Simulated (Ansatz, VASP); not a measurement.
## BeS in VASP and in Ansatz

```xyz
2
Lattice="1.7161 -1.7345 0.0000 1.7161 1.7345 0.0000 0.0000 0.0000 4.4890" Properties=species:S:1:pos:R:3 pbc="T T T"
Be    0.0000    0.0000    0.0000
S     0.0000    0.0000    2.2445
```

Alike in both runs: functional PBE; k mesh 8 × 8 × 4; occupations gaussian, width 0.1 eV; no spin polarisation.

Ansatz relaxed the structure, and its values are those at the end. VASP's run is a single point on that final structure, the one shown.

|  | VASP | Ansatz |
| --- | --- | --- |
| version | VASP 6.6.1 | Ansatz 0.2.0 |
| potentials or method | VASP PAW PBE potentials, release 64 (Be, S) | scalar-relativistic, plane waves, PAW |
| plane-wave cutoff (eV) | 520 | 420 |
| valence electrons in the cell | 8 | 8 |

```csv
,VASP,Ansatz,Ansatz less VASP
gap on the k mesh at the Fermi level (eV),none,none,-
pressure (GPa),0.0,0.0,+0.06
```

A gap of «none» marks a metal or a gap that the smearing closes.
